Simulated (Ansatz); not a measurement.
## Band structure of Se

```
Se
1.0
     4.36620    0.00000    0.00000
    -2.18310    3.78124    0.00000
     0.00000    0.00000    4.95360
Se
3
Direct
  0.22540 0.00000 0.33333
  0.00000 0.22540 0.66667
  0.77460 0.77460 0.00000
```

Atom numbers follow the list: Se1, Se2, Se3.

The cell is COD entry 9012501, as deposited and not checked against the literature; nothing was relaxed.

Level of theory: Ansatz 0.2.0, DFT, PBEsol, all-electron LAPW, scalar-relativistic.

Sampling and basis: a Γ-centred 6×6×5 k mesh, Fermi–Dirac smearing of 0.03 eV, basis error target 1 meV/atom, no spin polarisation.

Points in fractions of the reciprocal vectors of this cell: Γ (0, 0, 0), M (0.5, 0, 0), K (0.333, 0.333, 0), A (0, 0, 0.5), L (0.5, 0, 0.5), H (0.333, 0.333, 0.5). The path joins them by straight lines in the order Γ–M–K–Γ–A–L–H–A–L; legs that retrace an earlier one aren't tabulated. Energies are in eV from the top of the valence band.

Question: Is there a gap, and where are the band edges?

Answer: 0.98 eV, indirect from L (0.5, 0, 0.5) to H (0.333, 0.333, 0.5).

Question: List the levels between -8 and 6 eV at the symmetry points.

Answer: 
Γ: -3.86 (×2), -3.79, -2.06 (×2), -0.41, 1.85 (×2), 2.12, 5.96
M: -5.19, -4.74, -3.48, -2.94, -1.80, -1.01, 1.87, 2.28, 4.09, 5.13
K: -5.02 (×2), -2.86 (×2), -2.72, -1.66, 3.03 (×2), 3.70, 5.73
A: -4.88, -3.40 (×2), -1.57 (×2), -1.13, 1.13 (×2), 1.24
L: -5.95, -4.46, -4.28, -1.96, -1.40, 0.00, 1.62, 2.67, 2.93
H: -5.77, -5.00 (×2), -1.00, -0.22 (×2), 0.98, 2.68 (×2)
